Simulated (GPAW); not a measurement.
Crystal: Pd.

```xyz
1
Lattice="-1.5723 1.5723 1.5723 1.5723 -1.5723 1.5723 1.5723 1.5723 -1.5723" Properties=species:S:1:pos:R:3 pbc="T T T"
Pd    0.0000    0.0000    0.0000
```

This isn't the form of Pd at room conditions, which is fcc.

* Program: GPAW 26.7.0
* Task: relaxation of cell and atoms
* Functional: PBEsol
* Dispersion: D3(BJ)
* Potentials or basis: PAW data sets generated in the run's folder for this functional
* Cutoff: 600 eV
* Basis: pw
* k mesh: 12 × 12 × 12
* Occupations: fermi-dirac, width 0.05 eV
* Spin: no spin polarisation

At the start: pressure -15.8 GPa; volume 15.55 Å³/atom.

Task: How do energy, volume and symmetry change on relaxing?

Result: Over 4 steps the energy falls by 73.4 meV/atom and the volume is 14.21 Å³/atom (-8.6 %); space group Im-3m (No. 229, to 0.05 Å).

Step by step:
```csv
step,energy change (eV),largest force (eV/Å),pressure (GPa),volume (Å³)
1,0.0000,0.0000,-15.79,15.55
2,-0.0675,0.0000,-5.08,14.56
3,-0.0733,0.0000,0.94,14.15
4,-0.0734,0.0000,-0.04,14.21
```

Final structure:
```cif
data_structure
_symmetry_space_group_name_H-M 'P 1'
_symmetry_Int_Tables_number 1
_cell_length_a 2.6431
_cell_length_b 2.6431
_cell_length_c 2.6431
_cell_angle_alpha 109.471
_cell_angle_beta 109.471
_cell_angle_gamma 109.471
_cell_volume 14.21
loop_
_atom_site_label
_atom_site_type_symbol
_atom_site_fract_x
_atom_site_fract_y
_atom_site_fract_z
_atom_site_occupancy
Pd1 Pd 0.00000 0.00000 0.00000 1
```

Caveat: later steps reuse the first step's grids; pairwise dispersion overbinds metals, which lowers pressure and volume.
